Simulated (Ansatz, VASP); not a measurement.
**Ca3H2: VASP beside Ansatz**

The input INCAR:

```
SYSTEM = Ca3H2
ALGO = Normal
EDIFF = 1E-6
ENCUT = 520
GGA = PE
ISIF = 2
ISMEAR = 0
LASPH = .TRUE.
LCHARG = .TRUE.
LELF = .TRUE.
LREAL = .FALSE.
LVHAR = .TRUE.
LWAVE = .FALSE.
NBANDS = 24
NELM = 80
PREC = Accurate
SIGMA = 0.1
```

File KPOINTS:

```
k-points
0
G
  6 6 4
  0 0 0
```

The input POSCAR:

```
Ca3H2
1.0
    4.4626922313      0.0000000000      0.0000000000
   -2.2313461157      3.8648048416      0.0000000000
    0.0000000000      0.0000000000      5.3882893193
Ca H
3 2
Direct
    0.0000000000      0.0000000000      0.0000000000
    0.3333333333      0.6666666667      0.6250000000
    0.6666666667      0.3333333333      0.3750000000
    0.3333333333      0.6666666667      0.1380000000
    0.6666666667      0.3333333333      0.8620000000
```

Input for Ansatz:

```yaml
crystal:
  lattice:
    - [4.4626922313, 0.0, 0.0]
    - [-2.2313461157, 3.8648048416, 0.0]
    - [0.0, 0.0, 5.3882893193]
  atoms:
    - { symbol: Ca, position: [0.0, 0.0, 0.0] }
    - { symbol: Ca, position: [0.3333333333, 0.6666666667, 0.625] }
    - { symbol: Ca, position: [0.6666666667, 0.3333333333, 0.375] }
    - { symbol: H, position: [0.3333333333, 0.6666666667, 0.138] }
    - { symbol: H, position: [0.6666666667, 0.3333333333, 0.862] }
basis:
  ecutwfc: 420
kpoints:
  mp_grid: { grid: [6, 6, 4] }
hamiltonian:
  xc: pbe
scf:
  occupations: { method: gaussian, width: 0.1 }
  lower_state_search: "off"
output:
  forces: true
  stress: true
  eigenvalues: true
```

Alike in both runs: task single point; functional PBE; k mesh 6 × 6 × 4; occupations gaussian, width 0.1 eV; no spin polarisation.

```csv
,VASP,Ansatz
version,VASP 6.6.1,Ansatz 0.2.0
potentials or method,"VASP PAW PBE potentials, release 64 (Ca_sv, H)","scalar-relativistic, plane waves, PAW"
plane-wave cutoff (eV),520,420
valence electrons in the cell,32,32
```

|  | VASP | Ansatz | Ansatz less VASP |
| --- | --- | --- | --- |
| gap on the k mesh at the Fermi level (eV) | none | none | - |
| pressure (GPa) | 5.3 | 5.2 | -0.05 |
| largest component of the traceless stress (GPa) | 2.69 | 2.68 | -0.004 |
| rms of the force components (eV/Å) | 0.275 | 0.273 | -0.0021 |

Atom by atom the forces differ by 0.002 eV/Å (rms over components). A gap of «none» marks a metal or a gap that the smearing closes.
